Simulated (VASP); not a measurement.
# SiC (Moissanite 3C): input slips in a relaxation and what they do, part 2 of 2

Aim: see how common mistakes in a VASP relaxation show up, on SiC (Moissanite 3C). The starting structure is a measured crystal structure from the Crystallography Open Database. The first relaxation on each setting starts from this cell expanded by 3 % in volume.

VASP 6.6.1.

Results so far: reference 10.35 Å³ an atom; an ionic step far too long 10.35 Å³ an atom.

## (5) Relaxation with low precision and a small cutoff

Level of this step: PBEsol; plane waves and PAW (Si, C) (VASP).

A slip made on purpose: low precision and a small cutoff. Against step 2 the input has PREC = Low and ENCUT = 320 (also changed: NELM).

File INCAR:

```
SYSTEM = SiC
PREC = Low
ENCUT = 320
EDIFF = 1E-06
NELM = 60
ISMEAR = 0
SIGMA = 0.03
LREAL = .FALSE.
ALGO = Normal
GGA = PS
NBANDS = 10
LORBIT = 11
LWAVE = .FALSE.
LCHARG = .FALSE.
KPAR = 4
IBRION = 2
NSW = 50
ISIF = 3
EDIFFG = -0.006
```

File POSCAR:

```
SiC
1.0
    0.0000000000      2.2005756606      2.2005756606
    2.2005756606      0.0000000000      2.2005756606
    2.2005756606      2.2005756606      0.0000000000
Si C
1 1
Direct
    0.0000000000      0.0000000000      0.0000000000
    0.7500000000      0.7500000000      0.7500000000
```

File KPOINTS:

```
Automatic mesh
0
Gamma
8 8 8
0 0 0
```

Potentials, in the order of the species: Si and C (PBE family, release 64).

Started as:

```
$ mpirun -np 4 vasp_std
```

The log of the run:

```text
[... set-up lines as in an earlier step ...]
 entering main loop
       N       E                     dE             d eps       ncg     rms          rms(c)
DAV:   1    -0.369610674928E+01   -0.36961E+01   -0.30495E+03   644   0.450E+02
DAV:   2    -0.172160734502E+02   -0.13520E+02   -0.12963E+02   722   0.857E+01
DAV:   3    -0.175389939215E+02   -0.32292E+00   -0.32257E+00   688   0.117E+01
DAV:   4    -0.175400027804E+02   -0.10089E-02   -0.10088E-02   654   0.803E-01
[...]
DAV:  10    -0.159093950018E+02   -0.44250E-04   -0.10412E-04   624   0.686E-02    0.212E-02
DAV:  11    -0.159093953906E+02   -0.38880E-06   -0.10131E-05   666   0.185E-02    0.474E-03
DAV:  12    -0.159093956106E+02   -0.22005E-06   -0.46071E-07   304   0.448E-03
   1 F= -.15909396E+02 E0= -.15909396E+02  d E =-.159094E+02
[...]
2 F= -.15879957E+02 E0= -.15879957E+02  d E =0.294382E-01
[...]
3 F= -.15949843E+02 E0= -.15949843E+02  d E =-.404473E-01
[...]
4 F= -.15949850E+02 E0= -.15949850E+02  d E =-.404542E-01
[...]
reached required accuracy - stopping structural energy minimisation
```

The job ended after 3.2 s (4 MPI ranks of AMD EPYC 7R43, shared host; peak memory 0.27 GiB).

Parts of OUTCAR (step 5):

```text
  Total        0.0102670      0.0102670      0.0102670      0.0000000      0.0000000     -0.0000000
  in kB        0.8122987      0.8122987      0.8122987      0.0000000      0.0000000     -0.0000000
  external PRESSURE =       0.8122987 kB  Pullay stress =       0.0000000 kB

 POSITION                                       TOTAL-FORCE (eV/Angst)
 -----------------------------------------------------------------------------------
      4.32680      2.16340      2.16340        -0.000000     -0.000000     -0.000000
      3.24510      3.24510      3.24510         0.000000      0.000000      0.000000
 -----------------------------------------------------------------------------------
    total drift:                                0.000006      0.000006     -0.000003

  FREE ENERGIE OF THE ION-ELECTRON SYSTEM (eV)
  ---------------------------------------------------
  free  energy   TOTEN  =       -15.9498498455 eV

  energy  without entropy=      -15.9498498455  energy(sigma->0) =      -15.94984985

[... 2 parts as in an earlier step ...]

[... 2 further parts left out ...]
[key lines of the parts left out:]
E-fermi :   8.4485
```

With low precision and a small cutoff the cell ends at 10.125 Å³ an atom, -2.22 % from the reference.

## (6) Relaxation with a leftover external pressure of 100 kbar

A slip made on purpose: a leftover external pressure of 100 kbar. Against step 2 the input has PSTRESS = 100 (also changed: NELM).

Changes to INCAR since step 5:

```diff
@@ -1,4 +1,4 @@
 SYSTEM = SiC
-PREC = Low
-ENCUT = 320
+PREC = Accurate
+ENCUT = 520
 EDIFF = 1E-06
@@ -19 +19,2 @@
 EDIFFG = -0.006
+PSTRESS = 100
```

POSCAR is that of step 5.

KPOINTS is that of step 5.

Started as:

```
$ mpirun -np 4 vasp_std
```

The log of the run:

```text
[... set-up lines as in an earlier step ...]
 entering main loop
       N       E                     dE             d eps       ncg     rms          rms(c)
[... 12 cycles as in an earlier step ...]
   1 F= -.14572179E+02 E0= -.14572179E+02  d E =-.145722E+02
[...]
2 F= -.14520220E+02 E0= -.14520220E+02  d E =0.519584E-01
[...]
3 F= -.14648949E+02 E0= -.14648949E+02  d E =-.767706E-01
[...]
4 F= -.14648981E+02 E0= -.14648981E+02  d E =-.768024E-01
[...]
reached required accuracy - stopping structural energy minimisation
```

Run time: 8.2 s. Hardware: 4 MPI ranks; peak memory 0.39 GiB; 30 s of CPU time.

Parts of OUTCAR (step 6):

```text
  Total        1.2397612      1.2397612      1.2397612      0.0000000      0.0000000     -0.0000000
  in kB      100.0217889    100.0217889    100.0217889      0.0000000      0.0000000     -0.0000000
  external PRESSURE =       0.0217889 kB  Pullay stress =     100.0000000 kB

 POSITION                                       TOTAL-FORCE (eV/Angst)
 -----------------------------------------------------------------------------------
      0.00000      2.14935      2.14935         0.000000     -0.000000      0.000000
      3.22403      3.22403      3.22403        -0.000000      0.000000     -0.000000
 -----------------------------------------------------------------------------------
    total drift:                               -0.000000     -0.000000     -0.000000

  FREE ENERGIE OF THE ION-ELECTRON SYSTEM (eV)
  ---------------------------------------------------
  free  energy   TOTEN  =       -15.8884722720 eV

  energy  without entropy=      -15.8884722720  energy(sigma->0) =      -15.88847227

[... 2 parts as in an earlier step ...]

[... 2 further parts left out ...]
[key lines of the parts left out:]
E-fermi :   8.6645
```

With a leftover external pressure of 100 kbar the cell ends at 9.929 Å³ an atom, -4.11 % from the reference.

## (7) The runs compared

| run | ended | volume (Å³/atom) | change (%) | bulk modulus (GPa) | pressure left (GPa) | core minutes |
| --- | --- | --- | --- | --- | --- | --- |
| reference | converged | 10.355 | - | 221.2 | -0.02 | 0.44 |
| an ionic step far too long | converged | 10.354 | -0.01 | - | -0.01 | 0.6 |
| too few electronic steps | not converged | - | - | - | - | 1.25 |
| low precision and a small cutoff | converged | 10.125 | -2.22 | - | 0.08 | 0.213 |
| a leftover external pressure of 100 kbar | converged | 9.929 | -4.11 | - | 10.0 | 0.547 |

Core minutes are wall time times ranks, summed over the relaxations behind a row (those for a bulk modulus apart), on shared hosts.

## (8) Results

* volume of the reference: 10.35 Å³/atom
* volume against the reference, an ionic step far too long: -0.01 %
* volume against the reference, low precision and a small cutoff: -2.22 %
* volume against the reference, a leftover external pressure of 100 kbar: -4.11 %
* run with too few electronic steps: not converged

The run with too few electronic steps didn't converge. Finished, but with signs in the output that stand out against the reference: an ionic step far too long, with the volume changed by less than 0.1 % (signs: an energy that rises by up to 0.4 eV an atom on the way); low precision and a small cutoff, with the volume changed by -2.2 % (signs: -11.8 GPa at the first ionic step (reference: -6.0 GPa)); a leftover external pressure of 100 kbar, with the volume changed by -4.1 % (signs: the Pulay stress that OUTCAR prints, which here is the typed pressure). Further runs on this material are not shown.

[Lines on the potential files, build, host, timing and source positions are cut from VASP's logs without a mark.]

[Logs are printed without paths, hosts, clocks, repeated set-up lines and the standing remarks that a program may print on its own settings, such as how far it seeks lower states.]

[Hosts, paths, dates, database ids (printed as entryN), source tags and the programs' standing remarks are cut or masked in the printed files.]
